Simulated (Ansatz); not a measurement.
# MoS₂: a vibration from a frozen displacement

Method: DFT PBEsol, scalar-relativistic, plane waves, PAW (Ansatz 0.2.0). Cutoff 420 eV, Γ-centred 12×12×2 k-points, Gaussian smearing of 0.05 eV. No spin polarisation. Energies are free energies at this smearing, counted from the undisturbed cell; pressure is positive in compression.

Zero of the scan (relaxed at this level):

```xyz
6
Lattice="3.1414 0.0000 0.0000 -1.5707 2.7206 0.0000 0.0000 0.0000 12.5788" Properties=species:S:1:pos:R:3 pbc="T T T"
Mo    0.0000    1.8137    3.1447
Mo    1.5707    0.9069    9.4341
S     0.0000    1.8137    7.8750
S     1.5707    0.9069    1.5856
S     0.0000    1.8137   10.9932
S     1.5707    0.9069    4.7038
```

The cell holds layers and no dispersion correction was added, so their binding is poorly described.

Every Mo atom is moved by x along the Cartesian unit vector (0.000, 1.000, 0.000); the cell and all other atoms stay fixed. The cell's volume is 107.50 Å³; the moved atoms weigh 191.900 u together and the others 128.240 u. Some rows repeat others by symmetry and weren't run.

```csv
x (Å),ΔE (meV/cell),total force on the moved atoms along the move (eV/Å),pressure (GPa)
-0.5000,4652.18,16.1359,15.5806
-0.4375,3678.93,15.0738,12.1060
-0.3750,2775.14,13.8459,8.9928
-0.3125,1963.19,12.0516,6.3070
-0.2500,1274.75,9.9391,4.0681
-0.1875,724.99,7.6245,2.3011
-0.1250,324.73,5.1635,1.0253
0.0000,0.00,0.0000,-0.0035
0.1250,324.73,-5.1635,1.0253
0.1875,724.99,-7.6245,2.3011
0.2500,1274.75,-9.9391,4.0681
0.3125,1963.19,-12.0516,6.3070
0.3750,2775.14,-13.8459,8.9928
0.4375,3678.93,-15.0738,12.1060
0.5000,4652.18,-16.1359,15.5806
```

What frequency belongs to this motion?

The force constant is k = −dF/dx = 41.308 eV/Å², from the parabola through x = -0.1250, 0 and 0.1250. In every cell the moved atoms swing against the rest, so the mass is μ = m₁m₂/(m₁ + m₂) = 76.870 u, and ν̃ = 521.5 cm⁻¹ × √(|k|/μ) = 382 cm⁻¹. The pattern needn't be a normal mode: ν̃² is then a weighted mean of the squared nonzero frequencies at the zone centre of this cell, taken without macroscopic field, so it lies between the lowest and the highest of them.

How far does the harmonic law reach?

At x = -0.500 Å, kx²/2 = 5163.50 meV against the computed 4652.18 meV (-9.9 %): the well softens in this direction at large amplitude.

The pressure changes with x². What does that say about the frequency under compression?

With E = k(V)x²/2, k ∝ V^(−2γ) and x scaling with the cell as V^(1/3), P − P0 = −∂E/∂V = (2γ − 2/3) ΔE/V. At x = 0.1875 Å, V(P − P0) = 107.50 × 2.30469 / 160.2 eV = 1546.42 meV and ΔE = 724.99 meV, so γ = 1/3 + V(P − P0)/(2ΔE) = 1.40. This is the Grüneisen parameter of the motion under uniform scaling of the cell: shrinking the cell evenly by 1 % in volume raises the frequency by about 1.40 %.

The gap closes along the scan, which can put kinks into the curve.

Cost: 8 runs of about 2.2 core-minutes in all, on Intel Xeon Platinum 8488C (Sapphire Rapids) (shared hosts).

The 382 cm⁻¹ belongs to the infrared-active in-plane mode of 2H-MoS₂, close to where that mode is observed. With both Mo atoms moving in phase against all the sulphur, symmetry leaves no other optical vibration to mix in, so the pattern is a true normal mode. Its stiffness comes from the polar-covalent Mo 4d–S 3p bonds within each layer; the weak forces between layers should contribute little.

The evenness of the curve doesn't mean that a single layer responds evenly. Adjacent layers are oriented oppositely, so their odd anharmonic terms cancel in the sum. The softening that remains probably reflects the weakening of the stretched Mo–S bonds, along with electronic rearrangement at large displacement.

The Grüneisen parameter of 1.40 shouldn't be carried over to hydrostatic pressure. Even scaling shortens the stiff Mo–S bonds as much as the gaps between layers, whereas a real crystal yields mainly along the stacking axis, and its in-plane mode therefore stiffens much less for the same loss of volume.
